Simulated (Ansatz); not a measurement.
One crystal and one scan (frozen-phonon scan) at two levels, PBE (plane waves to 420 eV, PAW, scalar-relativistic; Ansatz, a first-principles code) and r2SCAN (plane waves to 500 eV, PAW, scalar-relativistic; Ansatz), each from its own relaxed cell and on its own mesh.

The crystal is Li₂O (anti-fluorite); a phonon pattern at L = (0.5, 0.0, 0.0) is frozen into a 6-atom cell, Q being the largest atomic displacement.

Li2O was relaxed with its symmetry unable to fall.

```
quantity                                                                                  run 1  run 2
----------------------------------------------------------------------------------------  -----  -----
Lattice constant a (Å)                                                                    4.626  4.573
Band gap of the relaxed cell, no spin-orbit coupling (eV)                                  4.98   5.77
Harmonic wavenumber from the curvature (finite differences) (cm⁻¹ (negative: imaginary))    440    466
```

Problem. Which run is which level?

Solution. Run 1 is PBE, run 2 is r2SCAN. PBE gives the higher value for: lattice constant a. PBE gives the lower value for: band gap of the relaxed cell, no spin-orbit coupling; harmonic wavenumber from the curvature. Both give the same shape of the curve: a single well with its minimum at or next to zero displacement. Neither level is exact: the differences show how much the result hangs on the functional.

(For displaced atoms, the force is minus the slope of the energy, and its curvature is a force constant, which sets phonon frequencies.)
